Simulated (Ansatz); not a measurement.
Runs of Ansatz 0.2.0 on I. It takes space group Fmmm (No. 69, orthorhombic). The conventional cell has a = 4.384 Å, b = 4.731 Å, c = 7.820 Å, α = 90.00°, β = 90.00°, γ = 90.00°. Around I (site symmetry mmm) lie 4 I at 3.23 Å. 

```csv
task,level,potentials or basis,cell,k mesh,cutoff (eV),smearing,basis error allowed,mesh quality,gap on the mesh (eV),pressure (GPa),relaxed volume (Å³/atom)
relaxation of cell and atoms,PBEsol,"all-electron LAPW, scalar-relativistic",relaxed,9 × 9 × 9,-,fermi-dirac 0.05 eV,0.001 eV/atom,not flagged,-,0.0,37.44
single point,PBE,"all-electron LAPW, scalar-relativistic",as given,9 × 9 × 9,161,gaussian 0.028 eV,0.001 eV/atom,not flagged,none,(b),-
band structure,BLYP,"all-electron LAPW, scalar-relativistic",as given,9 × 9 × 9,161,fermi-dirac 0.05 eV,0.001 eV/atom,not flagged,-,3.1,-
single point,PBE,"all-electron LAPW, scalar-relativistic",as given,6 × 6 × 6,146,fermi-dirac 0.04 eV,0.002 eV/atom,coarse,none,0.6,-
single point,PBE,"all-electron LAPW, scalar-relativistic",as given,4 × 4 × 4,138,fermi-dirac 0.06 eV,0.003 eV/atom,coarse,-,(c),-
relaxation of cell and atoms,revPBE+D4,"all-electron LAPW, scalar-relativistic",relaxed,9 × 9 × 9,-,fermi-dirac 0.05 eV,0.001 eV/atom,not flagged,-,0.0,36.26
single point,RPBE,"all-electron LAPW, scalar-relativistic",as given,9 × 9 × 9,161,gaussian 0.02 eV,0.001 eV/atom,not flagged,none,(a),-
single point,HSE06+D4,all-electron PAW datasets made for the crystal,as given,5 × 5 × 5,290,gaussian 0.01 eV,-,coarse,none,-2.2,-
```

Alike in all rows: no spin polarisation.

Problem. Fill in the values left out.

Solution. (a) 1.8; (b) 0.5; (c) -1.1.

Caveats: some runs use coarse meshes; an odd number of electrons without spin polarisation forces a metal (some runs); a magnetic or distorted state may lie lower (some runs); the k mesh is thin for a metal, which can move the energy by tens of meV per atom (some runs); spin-orbit coupling is left out, which moves the levels of the heavy elements (some runs); pairwise dispersion overbinds metals, which lowers pressure and volume (some runs).

A k mesh can miss the band edges, and the runs leave out spin-orbit coupling on I.

A gap of «none» marks a metal or a gap under the smearing width.

The runs don't all hold the same shells in valence.
